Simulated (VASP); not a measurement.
A run of VASP 6.6.1:

Contents of INCAR:

```
PREC = Accurate
ENCUT = 600
EDIFF = 1E-6
ISMEAR = 0
SIGMA = 0.1
LREAL = F
LASPH = T
NELM = 150
ALGO = Fast
ISIF = 3
LWAVE = F
LCHARG = F
ISPIN = 2
MAGMOM = 0.56
LORBIT = 11
LMAXMIX = 4
GGA = PE
IBRION = 2
NSW = 90
EDIFFG = -0.04
```

KPOINTS

```
Automatic mesh
0
Gamma
  10 10 6
```

POSCAR

```
Ni
1.0
    1.0418879714     -1.9452128367      0.0000000000
    1.0418879714      1.9452128367      0.0000000000
    0.0000000000      0.0000000000      3.0377296354
Ni
1
Direct
    0.0000000000      0.0000000000      0.0000000000
```

Potentials or basis: VASP PAW PBE potentials, release 64 (Ni).

Launch:

```bash
$ cat potpaw_PBE.64/Ni/POTCAR > POTCAR
$ mpirun -np 1 vasp_std > vasp.out
```

Hardware: 1 thread of Intel(R) Xeon(R) Platinum 8259CL CPU @ 2.50GHz (Skylake/Cascade Lake) (shared host).

Question: How long does it take, and how much memory?

Answer: Wall time 6.5 min on 1 thread of Intel(R) Xeon(R) Platinum 8259CL CPU @ 2.50GHz (Skylake/Cascade Lake), on a shared host, peak memory 0.18 GiB. Counts: scf iterations 172, k points 124, ion steps 17.
